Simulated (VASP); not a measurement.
Wanted: the native input for a VASP 6.6.1 run.

- Task: single point
- Functional: PBE
- Potentials or basis: VASP PAW PBE potentials, release 64 (Mg)
- Cutoff: 520 eV
- k mesh: 6 × 6 × 4
- Occupations: gaussian, width 0.1 eV
- Spin: no spin polarisation
- Dipole correction: no
- Further INCAR settings: ALGO = Normal; EDIFF = 1e-06; NBANDS = 9

The structure of Mg lies in POSCAR:

```
Mg
1.0
    3.2092715325      0.0000000000      0.0000000000
   -1.6046357662      2.7793106748      0.0000000000
    0.0000000000      0.0000000000      5.2103300000
Mg
2
Direct
    0.3333333333      0.6666666667      0.2500000000
    0.6666666667      0.3333333333      0.7500000000
```

One way to write it, as run:

INCAR

```
SYSTEM = Mg
PREC     = Accurate       ! precision mode
ENCUT    = 520            ! plane-wave cutoff, eV
EDIFF    = 1E-6           ! SCF threshold, eV
ISMEAR   = 0              ! smearing method
SIGMA    = 0.1            ! smearing width, eV
LREAL    = .FALSE.        ! projectors in reciprocal space
LASPH    = .TRUE.         ! aspherical terms in the spheres
NELM     = 80             ! most SCF steps
ALGO     = Normal         ! electronic algorithm
ISIF     = 2              ! what is computed and relaxed
LWAVE    = .FALSE.        ! write WAVECAR
LCHARG   = .FALSE.        ! write CHGCAR
GGA      = PE             ! functional
NBANDS   = 9              ! bands
```

KPOINTS

```
regular mesh
0
G
  6 6 4
  0 0 0
```

Potentials or basis: VASP PAW PBE potentials, release 64 (Mg).

Run with:

```sh
$ cat potpaw_PBE.64/Mg/POTCAR > POTCAR
$ mpirun -np 1 vasp_std > vasp.out
```

It gave:

```
Pressure               : -0.5 GPa
Band gap on the k mesh : none (metal or under the smearing width)
```

Caveat: the k mesh is coarse (spacing up to 0.38 Å⁻¹), so the values aren't converged.

Run time: 3.2 s on 1 thread of Intel(R) Xeon(R) 6975P-C (Granite Rapids), on a shared host, peak memory 0.15 GiB.
